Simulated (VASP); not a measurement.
## InP: relaxation of cell and atoms with PBEsol

Crystal: InP.

```xyz
2
Lattice="0.0000 2.7282 2.7282 2.7282 0.0000 2.7282 2.7282 2.7282 0.0000" Properties=species:S:1:pos:R:3 pbc="T T T"
In    0.0000    0.0000    0.0000
P     2.7282    2.7282    2.7282
```

Measurements of this composition are mostly on another form, of space group No. 216.

| Property | Result |
| --- | --- |
| Program | VASP 6.6.1 |
| Task | relaxation of cell and atoms |
| Functional | PBEsol |
| Potentials or basis | VASP PAW PBE potentials, release 64 (In_d, P) |
| Cutoff | 600 eV |
| k mesh | 14 × 14 × 14 |
| Occupations | gaussian, width 0.1 eV |
| Spin | no spin polarisation |
| Dipole correction | no |
| Further INCAR settings | ALGO = Normal; EDIFF = 1e-06; IBRION = 2; EDIFFG = -0.005; NSW = 100; ISIF = 3 |

```
Relaxed volume                         : 20.36 Å³/atom
Relaxed cell                           : a = 3.862 Å, b = 3.862 Å, c = 3.862 Å, α = 60.00°, β = 60.00°, γ = 60.00°
Space group after relaxing (to 0.05 Å) : Fm-3m (No. 225)
Energy gained by relaxing              : 0.0 meV/atom
Ionic steps                            : 3
Pressure after relaxing                : 0.0 GPa
Band gap on the k mesh                 : none (metal or under the smearing width)
```

Final structure:
```cif
data_structure
_symmetry_space_group_name_H-M 'P 1'
_symmetry_Int_Tables_number 1
_cell_length_a 3.8615
_cell_length_b 3.8615
_cell_length_c 3.8615
_cell_angle_alpha 60.000
_cell_angle_beta 60.000
_cell_angle_gamma 60.000
_cell_volume 40.72
loop_
_atom_site_label
_atom_site_type_symbol
_atom_site_fract_x
_atom_site_fract_y
_atom_site_fract_z
_atom_site_occupancy
In1 In 0.00000 0.00000 0.00000 1
P1 P 0.50000 0.50000 0.50000 1
```

Levels at points of the mesh, in eV from the Fermi level:
```tsv
k point	band 5	band 6	band 7	band 8	band 9	band 10	band 11	band 12	band 13
(0.00, 0.00, 0.00)	-14.13	-12.32	-0.27	-0.27	-0.27	0.85	7.11	7.11	7.11
(0.50, 0.00, 0.00)	-14.03	-10.07	-6.88	0.21	0.21	2.46	3.38	3.38	5.51
(0.50, 0.50, 0.00)	-13.99	-8.82	-5.23	-2.48	-2.46	-2.46	3.71	10.20	10.20
```

Run time: 47 s on 1 thread of Intel(R) Xeon(R) 6975P-C (Granite Rapids), with other jobs on the host, peak memory 0.24 GiB.

Caveat: the PAW data sets were made with another functional, which shifts forces and pressure a little.
